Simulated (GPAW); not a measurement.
# HgTe (Coloradoite) (F-43m) in GPAW: settings compared

The runs below take HgTe (Coloradoite) through band structure, equation of state, with RPBE, PBE, SCAN+D4.

Program: GPAW 26.7.0. These are calculated values, not measurements. Logs are shortened: lines on timing, memory, paths and dates and some standing lists are left out, and cuts for length are marked. The log counts tension as positive stress, the text compression.

### Step 1. The structure

It takes space group F-43m (No. 216, cubic). Conventional cell: a = 6.429 Å, b = 6.429 Å, c = 6.429 Å, α = 90.00°, β = 90.00°, γ = 90.00°. Hg (site symmetry -43m) is surrounded by 4 Te at 2.78 Å. Te (site symmetry -43m) has 4 Hg at 2.78 Å as nearest neighbours.

### Step 2. Band structure, RPBE, spin-orbit coupling, no magnetisation

run.py reads:

```python
import numpy as np
from ase.dft.bandgap import bandgap
from ase.io import read, write
from ase.units import GPa
from gpaw import GPAW, PW
from gpaw.spinorbit import soc_eigenstates

atoms = read('HgTe.cif')

calc = GPAW(mode=PW(600),
            xc='RPBE',
            kpts={'size': (6, 6, 6), 'gamma': True},
            occupations={'name': 'fermi-dirac', 'width': 0.05},
            nbands=18,
            convergence={'density': 1e-05, 'energy': 1e-05},
            maxiter=150,
            txt='gpaw.txt')
atoms.calc = calc
energy = atoms.get_potential_energy()
forces = atoms.get_forces()
stress = atoms.get_stress()
calc.write('gs.gpw')
write('result.traj', atoms)
print(f'Energy: {energy:.6f} eV')
print('Forces (eV/A):')
print(forces.round(4))
print('Stress (GPa):', (stress / GPa).round(3))
print('Fermi level:', round(calc.get_fermi_level(), 4), 'eV')
print(f'Gap: {bandgap(calc)[0]:.4f} eV, direct: {bandgap(calc, direct=True)[0]:.4f} eV')

path = atoms.cell.bandpath('GXWKGLUWLK,UX', npoints=60, eps=1e-4)
bs_calc = calc.fixed_density(kpts=path, symmetry='off', nbands=31,
                             convergence={'bands': 'CBM+6.0', 'eigenstates': 1e-6}, txt='bands.txt')
bs = bs_calc.band_structure()
bs.write('bs.json')
print(f'Gap on the path: {bandgap(bs_calc)[0]:.4f} eV')

soc = soc_eigenstates(bs_calc, theta=90, phi=45)
np.savetxt('soc_bands.dat', soc.eigenvalues(), fmt='%.4f')
mesh = soc_eigenstates('gs.gpw', theta=90, phi=45)
np.savetxt('soc_mesh.dat', mesh.eigenvalues(), fmt='%.4f')
print('Fermi level with spin-orbit coupling:', round(mesh.fermi_level, 4), 'eV')
```

HgTe.cif reads:

```cif
data_HgTe
_cell_length_a 4.54598950
_cell_length_b 4.54598950
_cell_length_c 4.54598950
_cell_angle_alpha 60.00000000
_cell_angle_beta 60.00000000
_cell_angle_gamma 60.00000000
_space_group_name_H-M_alt 'P1'
_space_group_name_Hall 'P 1'
_space_group_IT_number 1
loop_
_space_group_symop_operation_xyz
'x,y,z'
loop_
_atom_site_label
_atom_site_type_symbol
_atom_site_symmetry_multiplicity
_atom_site_Wyckoff_symbol
_atom_site_fract_x
_atom_site_fract_y
_atom_site_fract_z
_atom_site_occupancy
Hg1 Hg 1 a 0.0000000000 0.0000000000 0.0000000000 1
Te1 Te 1 a 0.7500000000 0.7500000000 0.7500000000 1
```

Potentials or basis: the program's PAW data sets (release 1.2.1) made for this functional, pw.

Run with:

```console
> OMP_NUM_THREADS=1 python run.py
```

gpaw.txt:

```text
__  _  _
 | _ |_)|_||  |
 |__||  | ||/\| - 26.7.0

Input parameters:
  mode=PW(ecut=600.0),
  convergence={'density': 1e-05, 'energy': 1e-05},
  kpts=MonkhorstPack(size=(6, 6, 6), gamma=True),
  maxiter=150,
  nbands=18,
  occupations=Occupations(name='fermi-dirac', width=0.05),
  xc=XC(name='RPBE')

Diagonalizing LCAO Hamiltonian
Converting LCAO to pw mode

                           Te

       Hg

Atoms  # Å, Bohr magnetons
|   | symbol |        x |        y |        z |    initial magnetic moments |
|---|--------|----------|----------|----------|-----------------------------|
| 0 |     Hg | 0.000000 | 0.000000 | 0.000000 | ( 0.0000,  0.0000,  0.0000) |
| 1 |     Te | 6.818984 | 3.936942 | 2.783839 | ( 0.0000,  0.0000,  0.0000) |

Unit cell  # Å
| periodic |        x |        y |        z |  lengths |    angles |
|----------|----------|----------|----------|----------|-----------|
|      yes | 4.545990 | 0.000000 | 0.000000 | 4.545990 | 60.000000 |
|      yes | 2.272995 | 3.936942 | 0.000000 | 4.545990 | 60.000000 |
|      yes | 2.272995 | 1.312314 | 3.711785 | 4.545990 | 60.000000 |

Number of symmetries: 24
Symmetry operations  # r_c * U_cc + t_c -> r_c
|    | kind |            matrix            |
|----|------|------------------------------|
|  0 |  E   |  1, 0, 0,  0, 1, 0,  0, 0, 1 |
|  1 |  σ   |  1, 0, 0,  0, 0, 1,  0, 1, 0 |
|  2 |  σ   |  1, 0,-1,  0, 1,-1,  0, 0,-1 |
|  3 |  C3  |  1, 0,-1,  0, 0,-1,  0, 1,-1 |
|  4 |  C3  |  1,-1, 0,  0,-1, 1,  0,-1, 0 |
|  5 |  σ   |  1,-1, 0,  0,-1, 0,  0,-1, 1 |
|  6 |  σ   |  0, 1, 0,  1, 0, 0,  0, 0, 1 |
|  7 |  C3  |  0, 1, 0,  0, 0, 1,  1, 0, 0 |
|  8 |  C2  |  0, 1,-1,  1, 0,-1,  0, 0,-1 |
|  9 |  S4  |  0, 1,-1,  0, 0,-1,  1, 0,-1 |
| 10 |  C3  |  0, 0, 1,  1, 0, 0,  0, 1, 0 |
| 11 |  σ   |  0, 0, 1,  0, 1, 0,  1, 0, 0 |
| 12 |  S4  |  0, 0,-1,  1, 0,-1,  0, 1,-1 |
| 13 |  C3  |  0, 0,-1,  0, 1,-1,  1, 0,-1 |
| 14 |  S4  |  0,-1, 1,  1,-1, 0,  0,-1, 0 |
| 15 |  C2  |  0,-1, 1,  0,-1, 0,  1,-1, 0 |
| 16 |  C3  |  0,-1, 0,  1,-1, 0,  0,-1, 1 |
| 17 |  S4  |  0,-1, 0,  0,-1, 1,  1,-1, 0 |
| 18 |  S4  | -1, 1, 0, -1, 0, 1, -1, 0, 0 |
| 19 |  C3  | -1, 1, 0, -1, 0, 0, -1, 0, 1 |
| 20 |  C3  | -1, 0, 1, -1, 1, 0, -1, 0, 0 |
| 21 |  S4  | -1, 0, 1, -1, 0, 0, -1, 1, 0 |
| 22 |  σ   | -1, 0, 0, -1, 1, 0, -1, 0, 1 |
| 23 |  C2  | -1, 0, 0, -1, 0, 1, -1, 1, 0 |

BZ-sampling:
  Number of BZ points: 216
  Number of IBZ points: 16

  Monkhorst-Pack size: [6, 6, 6]
  Monkhorst-Pack shift: [0.08333333333333333, 0.08333333333333333, 0.08333333333333333]

K-points  # in reciprocal-cell coordinates
|     |                                coordinates |     weight |
|-----|--------------------------------------------|------------|
|   0 | (  0.00000000,   0.00000000,   0.00000000) | 0.00462963 |
|   1 | (  0.16666667,   0.16666667,   0.00000000) | 0.02777778 |
|   2 | (  0.16666667,   0.16666667,   0.16666667) | 0.03703704 |
|   3 | (  0.33333333,   0.16666667,   0.16666667) | 0.05555556 |
|   4 | (  0.33333333,   0.33333333,  -0.33333333) | 0.05555556 |
|   5 | (  0.33333333,   0.33333333,   0.00000000) | 0.02777778 |
|   6 | (  0.33333333,   0.33333333,   0.16666667) | 0.11111111 |
|   7 | (  0.33333333,   0.33333333,   0.33333333) | 0.03703704 |
|   8 | (  0.50000000,   0.33333333,  -0.33333333) | 0.11111111 |
|   9 | (  0.50000000,   0.33333333,  -0.16666667) | 0.05555556 |
| ... |                                            |            |
|  15 | (  0.50000000,   0.50000000,   0.50000000) | 0.01851852 |

Plane wave coefficients: 2252
Cutoff: 600.0 eV

Spin-components: 1 (collinear spins)
Bands:           18
Projectors:      11
Spin-degeneracy: 2
Datatype:        complex128

Parallelization:
  kpt:    1
  domain: 1
  band:   1

Density:
  Valence electrons: 24.0
  Components: 1
  Grid points: [27 27 27]
  Charge: 0.0  # |e|

Potential:
  Grid points: [27 27 27]

species:
  Hg:
    name:    Mercury
    Z:       80.0
    valence: 18
    core:    62
    charge:  0.0  # [|e|]
    compensation charges:
      type: gauss
      rc: 0.41  # [Å]
      lmax: 2
    cutoffs:
      filter: 2.17  # [Å]
      core: 2.06  # [Å]
    projectors
    | kind |    occ | energy [eV] | rcut [Å] |
    |------|--------|-------------|----------|
    |   6s |  2.000 |      -6.675 |    1.307 |
    |   5p |  6.000 |     -66.504 |    1.291 |
    |   6p |  0.000 |      -1.053 |    1.291 |
    |   5d | 10.000 |      -9.841 |    1.302 |
    |    s |        |      20.536 |    1.307 |
    |    d |        |      17.370 |    1.302 |

    Using partial waves for Hg as LCAO basis

  Te:
    name:    Tellurium
    Z:       52.0
    valence: 6
    core:    46
    charge:  0.0  # [|e|]
    compensation charges:
      type: gauss
      rc: 0.36  # [Å]
      lmax: 2
    cutoffs:
      filter: 2.09  # [Å]
      core: 3.17  # [Å]
    projectors
    | kind |    occ | energy [eV] | rcut [Å] |
    |------|--------|-------------|----------|
    |   5s |  2.000 |     -15.026 |    1.180 |
    |   5p |  4.000 |      -5.917 |    1.196 |
    |    s |        |      12.185 |    1.180 |
    |    p |        |      21.294 |    1.196 |
    |    d |        |       0.000 |    1.238 |

    Using partial waves for Te as LCAO basis

Reference energy: -717970.637756  # eV

eigensolver:
  PPCG
  Converge bands: occupied
  niter=2

density mixing:
  MSR1-Mixer
  Pratt-step length: 0.05
  Maximum mixing coefficient: 0.75
  Old densities: 10
  SVD Regularization: 0.005
  Good broyden scale: 1.0
  Trust region scale: 1.0
  Backstep threshold: 4.0
  History deletion threshold: 6.0
  Fourier metric: weight=20.0, sigma=0.015

occupation numbers:
  Fermi-Dirac:
    width: 0.0500  # eV

poisson solver:
  ecut: 4800.0  # eV

xc functional:
  name: RPBE with 2 nearest neighbor stencil

convergence criteria:
- Maximum integral of absolute [dens]ity change: 1e-05 electrons / valence electron
- Maximum [total energy] change in last 3 cyles: 1e-05 eV / valence electron
- Maximum integral of absolute [eigenst]ate change: 4e-08 eV^2 / valence electron
maximum number of iterations: 150

SCF iterations
|iter     | |      energy | eigst |  dens |
|---------|-|-------------|-------|-------|
|iter:   1| |   -3.754237 | -0.07 |       |
|iter:   2| |   -3.715975 | -2.03 | -1.42 |
|iter:   3| |   -3.620895 | -1.92 | -1.46 |
|iter:   4| |   -3.637160 | -2.58 | -1.87 |
|iter:   5| |   -3.645533 | -2.88 | -2.21 |
|iter:   6| |   -3.646046 | -4.17 | -3.21 |
|iter:   7| |   -3.646160 | -4.63 | -3.67 |
|iter:   8| |   -3.646162c| -6.20 | -4.15 |
|iter:   9| |   -3.646163c| -6.72 | -4.84 |
|iter:  10| |   -3.646163c| -7.35 | -5.26c|
|iter:  11| |   -3.646163c| -7.93c| -5.88c|

Converged in 11 steps
Energy contributions relative to reference atoms: (reference = -717970.637756)

Energy contributions:
  Kinetic:          34.928456
  Coulomb:         -29.239009
  Zero:             -1.988068
  External:          0.000000
  Xc:               -7.347066
  Entropy:          -0.000952
  Spinorbit:         0.000000
  ----------------------------
  Free energy:      -3.646639
  Extrapolated:     -3.646163

dipole moment: (-24.700024, -14.260565, -10.083743)  # |e|*Ang

Fermi level: 4.847
Eigenvalues  # (at kpt = [0.000, 0.000, 0.000])
| band index |      eig [eV] | occ [0-2] |
|------------|---------------|-----------|
|          0 |       -58.744 |     2.000 |
|        ... |               |           |
|          5 |        -2.754 |     2.000 |
|          6 |        -2.754 |     2.000 |
|          7 |        -2.232 |     2.000 |
|          8 |        -2.232 |     2.000 |
|          9 |         4.362 |     2.000 |
|         10 |         4.810 |     1.347 |
|         11 |         4.810 |     1.347 |
|         12 |         4.810 |     1.347 |
|         13 |         9.088 |     0.000 |
|         14 |         9.088 |     0.000 |
|         15 |         9.088 |     0.000 |
|         16 |        11.636 |     0.000 |
|         17 |        14.530 |     0.000 |

No gap
No difference between direct/indirect transitions

Forces  # eV/Ang
|        x |        y |        z |
|----------|----------|----------|
|  0.00000 | -0.00000 |  0.00000 |  # Hg   0
| -0.00000 |  0.00000 | -0.00000 |  # Te   1

Stress tensor  # eV/Ang^3
|         x |         y |         z |
|-----------|-----------|-----------|
| -0.039599 |  0.000000 |  0.000000 |
|  0.000000 | -0.039599 |  0.000000 |
|  0.000000 |  0.000000 | -0.039599 |

# Writing to gs.gpw (mode='')
```

bands.txt:

```text
Diagonalizing LCAO Hamiltonian
Converting LCAO to pw mode
convergence criteria:
- Maximum integral of absolute [eigenst]ate change: 1e-06 eV^2 / valence electron
maximum number of iterations: 150

SCF iterations
|iter     | |      energy | eigst |  dens |
|---------|-|-------------|-------|-------|
|iter:   1| |             | +0.05 |       |
[... 65 lines left out ...]
         [0.41071429, 0.41071429, 0.67857143],
         [0.39285714, 0.39285714, 0.71428571],
         [0.375     , 0.375     , 0.75      ],
         [0.625     , 0.25      , 0.625     ],
         [0.59375   , 0.1875    , 0.59375   ],
         [0.5625    , 0.125     , 0.5625    ],
         [0.53125   , 0.0625    , 0.53125   ],
         [0.5       , 0.        , 0.5       ]])),
  maxiter=150,
  nbands=31,
  occupations=Occupations(name='fermi-dirac', width=0.05),
  symmetry=Symmetry(point_group=False, time_reversal=False),
  xc=XC(name='RPBE')
```

Run time: 31 s. Hardware: 1 thread of Intel Xeon 6975P-C (Granite Rapids), shared host; peak memory 0.31 GiB.

Results:

```yaml
Free_energy: -3.6466 eV
Pressure: 6.3 GPa
Band_gap_along_the_path: none (metal or under the smearing width)
```

Levels at the corners of the path, in eV from the Fermi level:
```
point  band 22  band 23  band 24  band 25  band 26  band 27
    Γ    -0.77    -0.01    -0.01    -0.01    -0.01     3.10
    X    -2.73    -2.56    -2.56     1.74     1.74     2.33
    W    -2.97    -2.85    -2.79     2.72     3.19     4.41
    K    -3.27    -2.24    -2.21     1.98     2.16     3.80
    Γ    -0.77    -0.01    -0.01    -0.01    -0.01     3.10
    L    -1.63    -1.00    -1.00     0.55     0.56     4.54
    U    -3.27    -2.24    -2.21     1.98     2.16     3.80
    W    -2.97    -2.85    -2.79     2.72     3.19     4.41
    L    -1.63    -1.00    -1.00     0.55     0.56     4.54
    K    -3.27    -2.24    -2.21     1.98     2.16     3.80
    U    -3.27    -2.24    -2.21     1.98     2.16     3.80
    X    -2.73    -2.56    -2.56     1.74     1.74     2.33
```

Caveat: spin-orbit coupling was added after a scalar SCF, so levels and gaps hold it while energy, forces, pressure and moments don't; this program's spin-orbit splittings come out too wide for heavy elements.

[end of part 1 of 2]
